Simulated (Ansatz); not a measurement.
Clean, relaxed (110) surface of Ge, space group Fd-3m (No. 227) (top face towards +c; atoms held fixed, by place in the list: 1, 2, 3, 4):

```xyz
8
Lattice="4.0134 0.0000 0.0000 0.0000 5.6758 0.0000 0.0000 0.0000 23.0201" Properties=species:S:1:pos:R:3 pbc="T T T"
Ge    2.0067    0.0000    8.5000
Ge    0.0000    1.4189    8.5000
Ge    0.0000    2.8379   10.5067
Ge    2.0067    4.2568   10.5067
Ge    2.0067   -0.0067   12.5716
Ge    0.0000    1.4256   12.5716
Ge    0.0000    2.8537   14.5596
Ge    2.0067    4.2410   14.5596
```

The calculation used DFT PBEsol, scalar-relativistic, plane waves, PAW in Ansatz 0.2.0. Cutoff 420 eV; k points 7×5×1 on the computed 8-atom cell (Γ-centred); Gaussian smearing, width 0.10 eV; no spin polarisation. A dipole correction removes the field between periodic images along c.

Ge (atom) is put at the top (Ge) at (0.00, 0.50) site, one adsorbate per 22.8 Å², and relaxed. The adsorption energy is E(slab + adsorbate) − E(slab) − E(free adsorbate, spin-polarised where open-shell). Heights count from the highest slab atom after relaxation. Bonded neighbours lie within 1.25 times the sum of covalent radii (1.35 for H) and, on that scale, within 12 % of the closest. With the adsorbate the cell is lengthened along c to keep the vacuum.

Task: How strongly does it bind, and where does its anchoring atom end?

Result: -3.92 eV; at (0.00, 0.85), 3 bonded neighbours (Ge), largest slab move 0.6 Å.

Task: How high does its anchoring atom sit over the highest slab atom, and what is the shortest contact with the surface?

Result: 1.12 Å; Ge–Ge 2.60 Å.

Task: The clean face has a work function of 4.66 eV. How does the adsorbate change it?

Result: By -0.15 eV.

Each end is the local minimum or symmetric point that its start leads to. The slab is only 6.0 Å thick, so the energies aren't converged with thickness.